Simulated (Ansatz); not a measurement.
We consider rutile GeO2, described by LDA in Ansatz (PAW).

Settings: plane-wave cutoff 520 eV, 8×8×12 k mesh (along the axes of the cell as run), Fermi–Dirac smearing 0.01 eV, scalar-relativistic PAW data made under PBE.

Computed at the level's own relaxed cell.

Q: Estimate the bulk modulus B0, pressure derivative B′ of the bulk modulus, lattice parameter c, volume per atom and equilibrium lattice constant a that the calculation returns.

A: 
bulk modulus B0: 245 GPa
pressure derivative B′ of the bulk modulus: 5.7
lattice parameter c: 2.865 Å
volume per atom: 9.16 Å³/atom
equilibrium lattice constant a: 4.379 Å

Measured, for comparison: bulk modulus 251 GPa (room temperature, not corrected to a static lattice, from measured elastic constants; as tabulated in Sevik and Bulutay (2007), arXiv:cond-mat/0610176); lattice parameter c 2.862 Å (room temperature, not corrected to a static lattice; as tabulated in Hiroi (2015), arXiv:1503.02262); lattice constant a 4.397 Å (temperature not stated, not corrected to a static lattice; as tabulated in Saito and Ono (2011), arXiv:1008.4998). Computed (rounded) less measured: bulk modulus -2 %, lattice parameter c +0.1 %, lattice constant a -0.4 %. A static lattice is as a rule a little smaller and stiffer than an uncorrected measurement, which can account for part of this.

Note: the bulk modulus comes from volumes at which shape and atoms were relaxed.

It cost roughly 5 core-minutes of CPU time.

Ansatz is a quantum-chemistry and plane-wave program.
